# Why do the two optical triplets of cubic HfO2 lie so far apart?

**Question**

I have the phonons of cubic HfO2 in the fluorite structure at the zone centre Γ, from a density-functional calculation on the three-atom cell. "Phonon q row" only says that all nine frequencies belong to the same wave vector, and "phonon frequency" is the wavenumber of each mode.

Harmonic phonon frequencies of fluorite-structure HfO2 at Γ, calculated with GPAW 26.7.0 using the optPBE-vdW functional, PAW data sets (gpaw-data 1.2.1), a 680 eV plane-wave cutoff, a 5×5×5 k mesh and Fermi-Dirac smearing of 0.1 eV. The atoms were first relaxed in the fixed three-atom cell; imaginary frequencies would appear as negative values.

```tsv
row	phonon q row (row)	phonon frequency (cm⁻¹)
1	1	0.0
2	1	0.0
3	1	0.0
4	1	232.0
5	1	232.0
6	1	232.0
7	1	568.8
8	1	568.8
9	1	568.8
```

I tried to understand the list with balls and springs. All nearest-neighbour bonds in this crystal are the same Hf-O bond, so a single spring constant and two masses ought to fix everything. Once one optical frequency is known, the other should follow from the masses alone.

Does that work here? If not, which rows are off, by how much, and is the heavy hafnium to blame? I would also like to know whether three equal frequencies in each group mean anything, and whether the absence of negative values shows that the crystal is stable.

**Answer**

The spring picture fails for rows 4-6, and hafnium's mass is not the reason. From the upper triplet the picture places the other one at about 618 cm⁻¹, while the calculation gives 232 cm⁻¹. The likely cause is electrical: in these three modes the moving ions set up dipoles whose field works against the springs.

**What the nine modes are**

Three atoms with three directions each give nine modes. In this structure every atom sits on a site of cubic symmetry, where x, y and z are equivalent. At Γ the modes therefore come in threes, and the equal values within a group are a matter of symmetry. Rows 1-3 are shifts of the whole crystal, which stretch no bond and must have zero frequency. Phonon programs usually impose this condition, so the exact zeros are no test of accuracy.

The other two groups differ in how the two oxygens of the cell move. In one, they move in opposite directions while hafnium stays at rest; this is the Raman-active triplet. In the other, both move together against hafnium, which separates positive from negative charge and makes the triplet infrared-active. The table doesn't label them, but it is well established for this structure that the infrared triplet is the lower one here, rows 4-6, and the Raman triplet the upper one, rows 7-9.

**What springs and masses alone would give**

Each oxygen sits at the centre of a tetrahedron of four hafnium atoms. The four springs add up to a restoring force that is equally strong in every direction. Call its stiffness K, the force on one oxygen per unit of displacement relative to hafnium.

In the Raman mode hafnium is at rest, so each oxygen is a simple oscillator with ω² = K/m_O, where ω is the angular frequency and m_O the oxygen mass. In the infrared mode an oxygen is pulled back with the force Kw, where w is its displacement relative to hafnium. Hafnium feels the pull of both oxygens, 2Kw, in the opposite direction. Subtracting the two equations of motion gives ω² = K(1/m_O + 2/m_Hf).

The unknown K drops out of the ratio of the two frequencies, which is √(1 + 2m_O/m_Hf). With masses of about 16 and 180 u this is √1.18, or 1.09. The infrared triplet should therefore lie about 9% above the Raman one. Hafnium is heavy enough to move only about 18% as far as oxygen in the infrared mode, so both modes are mainly oxygen vibrations.

I fixed K from rows 7-9, so the agreement there is built in and only rows 4-6 test the model. They come out 62% below its value. Exchanging the labels of the two triplets would not help: if 568.8 cm⁻¹ were the infrared frequency, the Raman one should be near 524 cm⁻¹, and nothing lies there. No assignment lets the masses explain a gap of 337 cm⁻¹.

**How much restoring force is lost**

A frequency squared, multiplied by the mass that moves, gives a stiffness. For the Raman mode this is 19 eV/Å² per oxygen, and for the infrared mode only 2.7 eV/Å². The same oxygen, in the same cage of hafnium, is thus held with about 14% of the force when its partner moves along with it instead of against it. The explanation has to lie in what differs between these two patterns of motion.

**Why moving together makes the lattice soft**

Suppose all oxygens shift to the right relative to hafnium. Oxygen is negative, so every cell acquires a dipole pointing to the left, and all these dipoles are parallel. Together they produce an electric field at each ion that also points to the left. This field pushes the negative oxygens further to the right and the positive hafnium further to the left, so it enlarges the very displacement that created it.

The springs still pull the ions back, but part of their force is cancelled. What remains is the difference between a short-range restoring force and a long-range electrical one. If the electrical part won, the frequency would become imaginary and the crystal would distort into a polar structure. In this calculation the springs win at Γ, though not by much if dipoles are the main cause of the softening.

In the Raman mode the two oxygens of a cell move in opposite directions and their dipoles cancel. In this cubic arrangement the dipole field at the ions vanishes too. For rigid point charges the Raman mode therefore keeps its full short-range stiffness, which makes it the natural reference for the other triplet.

**Is the electrical force large enough?**

A rough estimate treats the ions as rigid point charges. Let hafnium carry the charge Ze and let V be the volume of one formula unit. A relative displacement w gives the polarisation P = Zew/V, and in a cubic crystal the field acting on the ions is P/(3ε₀), the Lorentz field. Multiplying by the charge Ze and dividing by w gives the stiffness that the dipoles take away from each formula unit, Z²e²/(3ε₀V).

Now put in the formal charge Z = 4 and V = 3 × 11.15 Å³, about 33 Å³. With e²/(4πε₀) ≈ 14 eV Å, the loss is 4π × 16 × 14/(3 × 33), or nearly 30 eV/Å². The calculated frequencies ask for about 33 eV/Å², which is twice the difference between the two stiffnesses above, because a formula unit has two oxygens.

The closeness of these two values should not be trusted. With Z = 2 the estimate drops to about 7 eV/Å², and real ions have electron clouds that deform as they move, which changes both the charge they effectively carry and the field they feel. The estimate shows that dipole forces have the right order of magnitude. It doesn't prove that they account for the whole effect; that would take a calculation of the effective charges and of the electronic permittivity.

**Could the upper triplet be too high instead?**

Part of the gap may come from the other side. When the two oxygens move in opposite directions, each runs towards oxygen neighbours of the other kind, and their repulsion stiffens the Raman mode. When they move together, the distances between them don't change. My reference value of K would then contain some oxygen-oxygen repulsion as well as the Hf-O springs.

As the only cause, this looks implausible. With forces acting purely along the lines between atoms, the oxygen-oxygen springs would have to be twice as stiff as the Hf-O bonds, although the oxygens are further apart than hafnium and oxygen. As a contribution it is quite possible, and two frequencies are not enough to say how large its share is.

**What this means for reading the table**

The infrared triplet is a triplet only because the calculation leaves out the macroscopic field of a longitudinal wave. In a real crystal, a wave that vibrates along its own direction of travel builds up an additional field that opposes the displacement. The same dipoles that soften the two transverse modes therefore stiffen the longitudinal one. Even for very long waves, one of the three branches then lies far above the other two. Whether it also passes the Raman mode depends on the effective charge and the electronic permittivity, which this run doesn't give. With the large effective charges expected for hafnium oxide it probably does, so 568.8 cm⁻¹ should not be read as the top of the full spectrum.

The low frequency is also the more delicate of the two. If the dipoles do most of the softening, about 38 eV/Å² of short-range stiffness per formula unit is reduced to some 5 eV/Å². If the short-range part changed by only 5%, or 2 eV/Å², the remaining stiffness would change by more than a third, and the frequency by roughly half that fraction. The cell edges were kept fixed here, so a slightly different lattice constant could move rows 4-6 noticeably, and probably by a larger fraction than rows 7-9. A run at a second volume would test this. The k mesh and the plane-wave cutoff are usual working values, not converged limits. A 5×5×5 mesh is rather coarse for so small a cell, and no finer one is given for comparison. A denser mesh or a higher cutoff may shift the frequencies somewhat, but this is very unlikely to account for a separation of 337 cm⁻¹ in an insulator with a wide gap.

As for stability, the absence of negative values speaks only for patterns that repeat identically in every cell. Cubic HfO2 is known to be unstable at low temperature against a pattern in which the oxygen shifts alternate from cell to cell, which leads to the tetragonal phase. A calculation at Γ alone can't see it.

**How to guess a neighbouring case**

First work out the ratio that the masses give. Then ask whether the mode creates a dipole in each cell. If it does, and the ions sit on sites of cubic symmetry, expect its transverse frequency to fall below the spring value. In the simple point-charge picture the fall grows with the square of the ionic charge divided by the cell volume, measured against the stiffness of the bonds.

Calcium fluoride has the same structure with ions of half the formal charge, so at equal volume the dipole term is a quarter as large. Its bonds are softer too, which offsets part of that. Its transverse infrared mode is indeed known to lie below the spring value as well, but by a smaller fraction than here. In silicon the two atoms are alike and the optical mode at Γ carries no dipole, so there is neither softening nor a longitudinal-transverse splitting.

The soft mode also sets the dielectric response. The ionic part of the static permittivity varies as 1/ω² of the transverse mode, so a small relative error in rows 4-6 counts about double in a permittivity computed from them.
